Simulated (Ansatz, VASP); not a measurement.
## PbF2: VASP beside Ansatz

File INCAR:

```
SYSTEM = PbF2
PREC = Accurate ; ENCUT = 520
EDIFF = 1E-6 ; ISMEAR = 0
SIGMA = 0.05 ; LREAL = .False.
LASPH = .True. ; NELM = 100
ALGO = Normal ; ISIF = 2
LWAVE = .False. ; LCHARG = .True.
GGA = PE ; LELF = .True.
LVHAR = .True. ; NBANDS = 21
```

File KPOINTS:

```
Automatic mesh
0
Gamma
  8 8 8
  0 0 0
```

File POSCAR:

```
PbF2
1.0
    0.0556846875      2.9698500000      2.9698500000
    3.0255346875      0.0000000000      3.0255346875
    2.9698500000      2.9698500000      0.0556846875
Pb F
1 2
Direct
    0.0000000000      0.0000000000      0.0000000000
    0.2500000000      0.2500000000      0.2500000000
    0.7500000000      0.7500000000      0.7500000000
```

Input for Ansatz:

```yaml
crystal:
  lattice:
    - [0.0556846875, 2.96985, 2.96985]
    - [3.0255346875, 0.0, 3.0255346875]
    - [2.96985, 2.96985, 0.0556846875]
  atoms:
    - { symbol: Pb, position: [0.0, 0.0, 0.0] }
    - { symbol: F, position: [0.25, 0.25, 0.25] }
    - { symbol: F, position: [0.75, 0.75, 0.75] }
basis:
  ecutwfc: 420
kpoints:
  mp_grid: { grid: [8, 8, 8] }
hamiltonian:
  xc: pbe
scf:
  occupations: { method: gaussian, width: 0.05 }
output:
  forces: true
  stress: true
  eigenvalues: true
  write_density: true
  write_potential: true
  elf: true
  volumetric_format: npy
```

Change from the starting cell: strain +0.0375 x Voigt [0, 0, 0, 0, 1, 0], atoms carried along.

Alike in both runs: task single point; functional PBE; k mesh 8 × 8 × 8; occupations gaussian, width 0.05 eV; no spin polarisation.

|  | VASP | Ansatz |
| --- | --- | --- |
| version | VASP 6.6.1 | Ansatz 0.2.0 |
| potentials or method | VASP PAW PBE potentials, release 64 (Pb_d, F) | scalar-relativistic, plane waves, PAW |
| plane-wave cutoff (eV) | 520 | 420 |
| valence electrons in the cell | 28 | 28 |

|  | VASP | Ansatz | Ansatz less VASP |
| --- | --- | --- | --- |
| gap on the k mesh at the Fermi level (eV) | 4.40 | 4.41 | +0.006 |
| least direct gap on the mesh (eV) | 4.55 | 4.55 | +0.002 |
| pressure (GPa) | 2.1 | 2.3 | +0.21 |
| largest component of the traceless stress (GPa) | 1.23 | 1.21 | -0.016 |
| rms of the force components (eV/Å) | 0.050 | 0.050 | -0.0008 |

Atom by atom the forces differ by 0.001 eV/Å (rms over components).

Caveats: spin-orbit coupling is left out, which as a rule narrows the gap of such compounds by several tenths of an eV. A k mesh can miss the band edges.
